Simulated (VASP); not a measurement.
Here is a VASP 6.6.1 calculation.

File INCAR:

```
SYSTEM = SnSe2
PREC = Accurate
ENCUT = 600
EDIFF = 1E-7
ISMEAR = 0
SIGMA = 0.03
LREAL = .FALSE.
LASPH = .TRUE.
NELM = 80
ALGO = Normal
ISIF = 3
LWAVE = .FALSE.
LCHARG = .FALSE.
GGA = PE
IBRION = 2
NSW = 90
EDIFFG = -0.005
PSTRESS = 100.0
```

File KPOINTS:

```
Automatic mesh
0
G
  9 9 5
  0 0 0
```

Contents of POSCAR:

```
SnSe2                                   
1.0
    3.7583013224     -0.0000000000     -0.0000000000
   -1.8791506612      3.2547844201     -0.0000000000
   -0.0000000000     -0.0000000000      5.4829425325
  Sn              Se            
     1     2
Direct
     0.0000000000000000    0.0000000000000000    0.0000000000000000
     0.3333333332999970    0.6666666667000030    0.2894510562615417
     0.6666666667000030    0.3333333332999970    0.7105489437384582
```

Potentials or basis: VASP PAW PBE potentials, release 64 (Sn_d, Se).

Command:

```sh
$ cat potpaw_PBE.64/Sn_d/POTCAR potpaw_PBE.64/Se/POTCAR > POTCAR
$ mpirun -np 1 vasp_std > vasp.out
```

(1) What does it give for the band gap on the k mesh?

(2) Predict the space group after relaxing (to 0.05 Å).

Answers

(1) none (metal or under the smearing width).

(2) P-3m1 (No. 164).
